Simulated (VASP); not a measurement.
# Mg3Sb2 (P-3m1) in VASP: notebook

One crystal, Mg3Sb2, is run at these levels: LDA, PBE; tasks: relaxation of cell and atoms, relaxation of shape and atoms at fixed volume.

Everything below comes from runs of VASP 6.6.1. Logs are shortened: lines on timing, memory, paths and dates and some standing lists are left out, and cuts for length are marked.

## 1. The crystal as given

Symmetry: P-3m1, No. 164, trigonal system. The conventional cell has a = 4.582 Å, b = 4.582 Å, c = 7.244 Å, α = 90.00°, β = 90.00°, γ = 120.00°. Mg (site symmetry 3m) has 4 Sb at 2.82 to 2.86 Å as nearest neighbours. Around Mg (site symmetry -3m) lie 6 Sb at 3.15 Å. Sb (site symmetry 3m) is surrounded by 7 Mg at 2.82 to 3.15 Å.

## 2. Relaxation of cell and atoms, LDA

Input file INCAR:

```
ALGO     = Normal         # electronic algorithm
EDIFF    = 1E-6           # SCF threshold, eV
EDIFFG   = -0.01          # ionic threshold
ENCUT    = 600            # plane-wave cutoff, eV
GGA      = CA             # functional
IBRION   = 2              # ionic algorithm
ISIF     = 3              # what is computed and relaxed
ISMEAR   = 0              # smearing method
LASPH    = True           # aspherical terms in the spheres
LCHARG   = False          # write CHGCAR
LREAL    = False          # projectors in reciprocal space
LWAVE    = False          # write WAVECAR
NELM     = 80             # most SCF steps
NSW      = 90             # ionic steps
PREC     = Accurate       # precision mode
SIGMA    = 0.03           # smearing width, eV
```

Input file KPOINTS:

```
k-points
0
Gamma
  9 9 5
```

Input file POSCAR:

```
Mg3Sb2
1.0
    4.5820000000      0.0000000000      0.0000000000
   -2.2910000000      3.9681284001      0.0000000000
    0.0000000000      0.0000000000      7.2440000000
Mg Sb
3 2
Direct
    0.3333333333      0.6666666667      0.6300000000
    0.6666666667      0.3333333333      0.3700000000
    0.0000000000      0.0000000000      0.0000000000
    0.3333333333      0.6666666667      0.2350000000
    0.6666666667      0.3333333333      0.7650000000
```

Potentials or basis: VASP PAW LDA potentials, release 64 (Mg, Sb).

On the command line:

```bash
$ cat potpaw_LDA.64/Mg/POTCAR potpaw_LDA.64/Sb/POTCAR > POTCAR
$ mpirun -np 1 vasp_std > vasp.out
```

OUTCAR:

```text
EDIFF = 1E-6
   EDIFFG = -0.01
   ENCUT = 600
   GGA = CA
   IBRION = 2
   ISIF = 3
   ISMEAR = 0
   LASPH = True
   LREAL = False
   NELM = 80
   NSW = 90
   PREC = Accurate

 ion  position               nearest neighbor table
   1  0.333  0.667  0.630-   5 2.82   5 2.82   5 2.82   4 2.86   2 3.25   2 3.25   2 3.25
   2  0.667  0.333  0.370-   4 2.82   4 2.82   4 2.82   5 2.86   1 3.25   1 3.25   1 3.25
   3  0.000  0.000  0.000-   4 3.15   5 3.15   4 3.15   5 3.15   5 3.15   4 3.15
   4  0.333  0.667  0.235-   2 2.82   2 2.82   2 2.82   1 2.86   3 3.15   3 3.15   3 3.15
   5  0.667  0.333  0.765-   1 2.82   1 2.82   1 2.82   2 2.86   3 3.15   3 3.15   3 3.15

  LATTYP: Found a hexagonal cell.
 ALAT       =     4.5820000000
 C/A-ratio  =     1.5809690092

  Lattice vectors:

 A1 = (   4.5820000000,   0.0000000000,   0.0000000000)
 A2 = (  -2.2910000000,   3.9681284001,   0.0000000000)
 A3 = (   0.0000000000,   0.0000000000,   7.2440000000)

Analysis of symmetry for initial positions (statically):
=====================================================================
 Subroutine PRICEL returns:
 Original cell was already a primitive cell.

 Routine SETGRP: Setting up the symmetry group for a
 hexagonal supercell.

 Subroutine GETGRP returns: Found 12 space group operations
 (whereof 12 operations were pure point group operations)
 out of a pool of 24 trial point group operations.

The static configuration has the point symmetry D_3d.

Analysis of symmetry for dynamics (positions and initial velocities):
=====================================================================
 Subroutine PRICEL returns:
 Original cell was already a primitive cell.

 Routine SETGRP: Setting up the symmetry group for a
 hexagonal supercell.

 Subroutine GETGRP returns: Found 12 space group operations
 (whereof 12 operations were pure point group operations)
 out of a pool of 24 trial point group operations.

The dynamic configuration has the point symmetry D_3d.

 Subroutine INISYM returns: Found 12 space group operations
 (whereof 12 operations are pure point group operations),
 and found     1 'primitive' translations

----------------------------------------------------------------------------------------

                                     Primitive cell

  volume of cell :     131.7101

  direct lattice vectors                    reciprocal lattice vectors
     4.582000000  0.000000000  0.000000000     0.218245308  0.126003987  0.000000000
[... 109 lines left out ...]
   IALGO  =     38    algorithm
   IMIX   =      4    mixing-type and parameters
     AMIX     =   0.40;   BMIX     =  1.00
     AMIX_MAG =   1.60;   BMIX_MAG =  1.00
  volume/ion in A,a.u.               =      26.34       177.76
  Fermi-wavevector in a.u.,A,eV,Ry     =   0.810790  1.532171  8.944205  0.657381
  Thomas-Fermi vector in A             =   1.920030
   LORBIT       =      0    0 simple, 1 ext, 2 COOP (PROOUT), +10 PAW based schemes
   GGA     = CA    functional components
   LHFCALC =     F    Hartree Fock is set to
   AEXX    =    0.0000 exact exchange contribution
   IVDW    =     0    specifies the selected vdW correction
   LEPSILON=     F    determine dielectric tensor
   LRPA    =     F    only Hartree local field effects (RPA)
 conjugate gradient relaxation of ions
 non-spin polarized calculation
 Gauss-broadening in eV      SIGMA  =   0.03
  energy-cutoff  :      600.00
  volume of cell :      131.71
 maximum number of plane-waves:      4419
 NGX is ok and might be reduce to    40
   NGX = 19   NGY = 19   NGZ = 29

--------------------------------------- Ionic step        1  -------------------------------------------

 number of electron      16.0000000 magnetization

 Free energy of the ion-electron system (eV)
  ---------------------------------------------------
  ext. energy  EPLUGINS =         0.00000000
  ---------------------------------------------------
  free energy    TOTEN  =       -17.01522837 eV

  energy without entropy =      -17.01522836  energy(sigma->0) =      -17.01522836

------------------------ aborting loop because EDIFF is reached ----------------------------------------

  FORCE on cell =-STRESS in cart. coord.  units (eV):
  Direction    XX          YY          ZZ          XY          YZ          ZX
  --------------------------------------------------------------------------------------
  -------------------------------------------------------------------------------------
  Total       -1.8704237     -1.8704237     -1.1545794      0.0000000      0.0000000     -0.0000000
  in kB      -22.7526160    -22.7526160    -14.0447867      0.0000000      0.0000000     -0.0000000
  external PRESSURE =     -19.8500062 kB  Pullay stress =       0.0000000 kB
[... 260 lines left out ...]
--------------------------------------- Ionic step        8  -------------------------------------------

 number of electron      16.0000000 magnetization

 Free energy of the ion-electron system (eV)
  ---------------------------------------------------
  ext. energy  EPLUGINS =         0.00000000
  ---------------------------------------------------
  free energy    TOTEN  =       -17.09400588 eV

  energy without entropy =      -17.09400556  energy(sigma->0) =      -17.09400572

 E-fermi :   4.8311     XC(G=0):  -9.1703

 val. band max:        4.7598818176   @ k =   0.0000   0.0000   0.0000
 cond. band min:       4.9122990446   @ k =   0.3333   0.3333   0.0000
 fundamental gap:      0.1524172270
 Fermi energy:         4.8310922564

 k-point     1 :       0.0000    0.0000    0.0000
  band No.  band energies     occupation
      1      -5.8602      2.00000
      2      -4.5049      2.00000
      3      -0.4139      2.00000
      4       3.5857      2.00000
      5       3.5857      2.00000
      6       4.3258      2.00000
      7       4.3258      2.00000
      8       4.7599      1.99921
      9       5.9780      0.00000
     10       5.9854      0.00000
     11       7.7988      0.00000
     12       7.7988      0.00000
[... 331 lines left out ...]
 k-point    24 :      -0.1111    0.3333    0.2000
  band No.  band energies     occupation
      1      -5.1963      2.00000
      2      -4.3463      2.00000
      3       0.3078      2.00000
      4       1.3551      2.00000
      5       1.5814      2.00000
      6       2.4787      2.00000
      7       3.3756      2.00000
      8       3.9500      2.00000
      9       5.9222      0.00000
     10       7.0631      0.00000
     11       7.4791      0.00000
     12       8.1435      0.00000

 [... further k-points ...]
[... 5 lines left out ...]
  --------------------------------------------------------------------------------------
  -------------------------------------------------------------------------------------
  Total       -0.0363412     -0.0363412     -0.0379788     -0.0000000      0.0000000     -0.0000000
  in kB       -0.4665846     -0.4665846     -0.4876096     -0.0000000      0.0000000     -0.0000000
  external PRESSURE =      -0.4735930 kB  Pullay stress =       0.0000000 kB
[... 20 lines left out ...]
  FREE ENERGIE OF THE ION-ELECTRON SYSTEM (eV)
  ---------------------------------------------------
  free  energy   TOTEN  =       -17.0940058793 eV

  energy  without entropy=      -17.0940055598  energy(sigma->0) =      -17.09400572

 reached required accuracy - stopping structural energy minimisation
```

CONTCAR:

```text
Mg3Sb2
   1.00000000000000
     4.4999545723476748   -0.0000000000000000    0.0000000000000000
    -2.2499772861738374    3.8970749754909355   -0.0000000000000000
     0.0000000000000000   -0.0000000000000000    7.1159429849889761
  Mg              Sb
     3     2
Direct
     0.3333333332999970    0.6666666667000030    0.6322688049143217
     0.6666666667000030    0.3333333332999970    0.3677311950856784
     0.0000000000000000    1.0000000000000000    0.0000000000000000
     0.3333333332999970    0.6666666667000030    0.2241553029456599
     0.6666666667000030    0.3333333332999970    0.7758446970543401

  0.00000000E+00  0.00000000E+00  0.00000000E+00
  0.00000000E+00  0.00000000E+00  0.00000000E+00
  0.00000000E+00  0.00000000E+00  0.00000000E+00
  0.00000000E+00  0.00000000E+00  0.00000000E+00
  0.00000000E+00  0.00000000E+00  0.00000000E+00
```

It took 2.8 min on 1 thread of Intel Xeon 6975P-C (Granite Rapids), shared host; peak memory 0.32 GiB.

What came out:

* Free energy: -17.0940 eV
* Relaxed volume: 24.96 Å³/atom
* Relaxed cell: a = 4.500 Å, b = 4.500 Å, c = 7.116 Å, α = 90.00°, β = 90.00°, γ = 120.00°
* Space group after relaxing (to 0.05 Å): P-3m1 (No. 164)
* Energy gained by relaxing: 15.8 meV/atom
* Ionic steps: 8
* Pressure after relaxing: 0.0 GPa
* Largest force after relaxing: 0.006 eV/Å
* Band gap on the k mesh: 0.15 eV, indirect (least direct gap 1.22 eV)

Forces on the atoms (eV/Å):
```
Mg   0.000  0.000 -0.006
Mg   0.000  0.000  0.006
Mg   0.000  0.000  0.000
Sb   0.000  0.000  0.000
Sb   0.000  0.000  0.000
```

The path:
```
step  energy change (eV)  largest force (eV/Å)  pressure (GPa)  volume (Å³)
   1              0.0000                0.3714           -1.99       131.71
   2             -0.0553                0.3839            0.06       125.58
   3             -0.0562                0.3857            0.39       124.74
   4             -0.0702                0.2229            0.21       124.77
   5             -0.0770                0.0380            0.01       124.80
   6             -0.0770                0.0406            0.00       124.80
   7             -0.0787                0.0146           -0.04       124.79
   8             -0.0788                0.0056           -0.05       124.79
```

Final structure:
```cif
data_structure
_symmetry_space_group_name_H-M 'P 1'
_symmetry_Int_Tables_number 1
_cell_length_a 4.5000
_cell_length_b 4.5000
_cell_length_c 7.1159
_cell_angle_alpha 90.000
_cell_angle_beta 90.000
_cell_angle_gamma 120.000
_cell_volume 124.79
loop_
_atom_site_label
_atom_site_type_symbol
_atom_site_fract_x
_atom_site_fract_y
_atom_site_fract_z
_atom_site_occupancy
Mg1 Mg 0.33333 0.66667 0.63227 1
Mg2 Mg 0.66667 0.33333 0.36773 1
Mg3 Mg 0.00000 0.00000 0.00000 1
Sb1 Sb 0.33333 0.66667 0.22416 1
Sb2 Sb 0.66667 0.33333 0.77584 1
```

Caveat: spin-orbit coupling is left out, which moves the levels of the heavy elements; an odd mesh through Γ misses points on the zone boundary, where band edges often lie.

## 3. Relaxation of cell and atoms, LDA

This run uses another cell than the first one, of 24.96 Å³/atom, 0.947 times its volume.

INCAR, as its differences from that of step 2:

```diff
@@ -1,4 +1,4 @@
 ALGO     = Normal         # electronic algorithm
-EDIFF    = 1E-6           # SCF threshold, eV
-EDIFFG   = -0.01          # ionic threshold
+EDIFF    = 1E-7           # SCF threshold, eV
+EDIFFG   = -0.005         # ionic threshold
 ENCUT    = 600            # plane-wave cutoff, eV
```

KPOINTS is that of step 2.

Input file POSCAR:

```
Mg3Sb2                                  
1.0
    4.4999545723     -0.0000000000      0.0000000000
   -2.2499772862      3.8970749755     -0.0000000000
    0.0000000000     -0.0000000000      7.1159429850
  Mg              Sb            
     3     2
Direct
     0.3333333332999970    0.6666666667000030    0.6322688049143217
     0.6666666667000030    0.3333333332999970    0.3677311950856784
     0.0000000000000000    1.0000000000000000    0.0000000000000000
     0.3333333332999970    0.6666666667000030    0.2241553029456599
     0.6666666667000030    0.3333333332999970    0.7758446970543401
```

Potentials or basis: VASP PAW LDA potentials, release 64 (Mg, Sb).

On the command line:

```bash
$ cat potpaw_LDA.64/Mg/POTCAR potpaw_LDA.64/Sb/POTCAR > POTCAR
$ mpirun -np 1 vasp_std > vasp.out
```

It took 49 s on 1 thread of Intel Xeon 6975P-C (Granite Rapids), shared host; peak memory 0.29 GiB.

It converged, with:

- Free energy: -17.0939 eV
- Relaxed volume: 24.93 Å³/atom
- Relaxed cell: a = 4.498 Å, b = 4.498 Å, c = 7.113 Å, α = 90.00°, β = 90.00°, γ = 120.00°
- Space group after relaxing (to 0.05 Å): P-3m1 (No. 164)
- Energy gained by relaxing: 0.0 meV/atom
- Ionic steps: 2
- Pressure after relaxing: 0.0 GPa
- Largest force after relaxing: 0.005 eV/Å
- Band gap on the k mesh: 0.15 eV, indirect (least direct gap 1.22 eV)

Forces in eV/Å, atoms in the order of the input:
```
Mg   0.000  0.000 -0.005
Mg   0.000  0.000  0.005
Mg   0.000  0.000  0.000
Sb   0.000  0.000 -0.003
Sb   0.000  0.000  0.003
```

Final structure:
```cif
data_structure
_symmetry_space_group_name_H-M 'P 1'
_symmetry_Int_Tables_number 1
_cell_length_a 4.4983
_cell_length_b 4.4983
_cell_length_c 7.1133
_cell_angle_alpha 90.000
_cell_angle_beta 90.000
_cell_angle_gamma 120.000
_cell_volume 124.65
loop_
_atom_site_label
_atom_site_type_symbol
_atom_site_fract_x
_atom_site_fract_y
_atom_site_fract_z
_atom_site_occupancy
Mg1 Mg 0.33333 0.66667 0.63223 1
Mg2 Mg 0.66667 0.33333 0.36777 1
Mg3 Mg 0.00000 0.00000 0.00000 1
Sb1 Sb 0.33333 0.66667 0.22415 1
Sb2 Sb 0.66667 0.33333 0.77585 1
```

Levels at points of the mesh, in eV from the valence-band top:
| k point | band 5 | band 6 | band 7 | band 8 | band 9 | band 10 | band 11 | band 12 |
| --- | --- | --- | --- | --- | --- | --- | --- | --- |
| (0.00, 0.00, 0.00) | -1.18 | -0.43 | -0.43 | 0.00 | 1.22 | 1.23 | 3.04 | 3.04 |

Caveat: spin-orbit coupling is left out, which moves the levels of the heavy elements; an odd mesh through Γ misses points on the zone boundary, where band edges often lie.

## 4. Relaxation of cell and atoms, PBE

Input file INCAR:

```
PREC = Accurate ; ENCUT = 600
EDIFF = 1E-6 ; ISMEAR = 0
SIGMA = 0.03 ; LREAL = F
LASPH = T ; NELM = 80
ALGO = Normal ; ISIF = 3
LWAVE = F ; LCHARG = F
GGA = PE ; IBRION = 2
NSW = 90 ; EDIFFG = -0.01
```

Input file KPOINTS:

```
regular mesh
0
Gamma
  9 9 5
```

Input file POSCAR:

```
Mg3Sb2
1.0
    4.5820000000      0.0000000000      0.0000000000
   -2.2910000000      3.9681284001      0.0000000000
    0.0000000000      0.0000000000      7.2440000000
Mg Sb
3 2
Direct
    0.3333333333      0.6666666667      0.6300000000
    0.6666666667      0.3333333333      0.3700000000
    0.0000000000      0.0000000000      0.0000000000
    0.3333333333      0.6666666667      0.2350000000
    0.6666666667      0.3333333333      0.7650000000
```

Potentials or basis: VASP PAW PBE potentials, release 64 (Mg, Sb).

On the command line:

```bash
$ cat potpaw_PBE.64/Mg/POTCAR potpaw_PBE.64/Sb/POTCAR > POTCAR
$ mpirun -np 1 vasp_std > vasp.out
```

It took 3.1 min on 1 thread of Intel Xeon 6975P-C (Granite Rapids), shared host; peak memory 0.38 GiB.

Results (log left out):

| Property | Result |
| --- | --- |
| Free energy | -14.6470 eV |
| Relaxed volume | 26.61 Å³/atom |
| Relaxed cell | a = 4.596 Å, b = 4.596 Å, c = 7.274 Å, α = 90.00°, β = 90.00°, γ = 120.00° |
| Space group after relaxing (to 0.05 Å) | P-3m1 (No. 164) |
| Energy gained by relaxing | 7.9 meV/atom |
| Ionic steps | 10 |
| Pressure after relaxing | 0.0 GPa |
| Largest force after relaxing | 0.003 eV/Å |
| Band gap on the k mesh | 0.15 eV, indirect (least direct gap 1.01 eV) |

Forces in eV/Å, atoms in the order of the input:
```
Mg   0.000  0.000 -0.003
Mg   0.000  0.000  0.003
Mg   0.000  0.000  0.000
Sb   0.000  0.000 -0.002
Sb   0.000  0.000  0.002
```

Step by step:
```csv
step,energy change (eV),largest force (eV/Å),pressure (GPa),volume (Å³)
1,0.0000,0.4968,0.96,131.71
2,-0.0267,0.2429,-0.25,134.73
3,-0.0276,0.1917,-0.50,135.42
4,-0.0349,0.1233,-0.24,134.31
5,-0.0381,0.0390,0.10,132.99
6,-0.0393,0.0109,0.00,133.15
7,-0.0395,0.0054,-0.05,133.24
8,-0.0395,0.0059,-0.05,133.23
9,-0.0395,0.0062,-0.04,133.22
10,-0.0395,0.0033,0.02,133.04
```

Final structure:
```yaml
crystal:
  lattice:
    - [4.59563, 0.00000, 0.00000]
    - [-2.29782, 3.97994, 0.00000]
    - [0.00000, 0.00000, 7.27374]
  atoms:
    - { symbol: Mg, position: [0.33333, 0.66667, 0.63209] }
    - { symbol: Mg, position: [0.66667, 0.33333, 0.36791] }
    - { symbol: Mg, position: [0.00000, 0.00000, 0.00000] }
    - { symbol: Sb, position: [0.33333, 0.66667, 0.22545] }
    - { symbol: Sb, position: [0.66667, 0.33333, 0.77455] }
```

Levels at points of the mesh, in eV from the valence-band top:
```
           k point  band 5  band 6  band 7  band 8  band 9  band 10  band 11  band 12
(0.00, 0.00, 0.00)   -1.08   -0.39   -0.39    0.00    1.01     1.18     3.03     3.03
```

Caveat: spin-orbit coupling is left out, which moves the levels of the heavy elements; an odd mesh through Γ misses points on the zone boundary, where band edges often lie.

(Continued in part 2 of 2.)
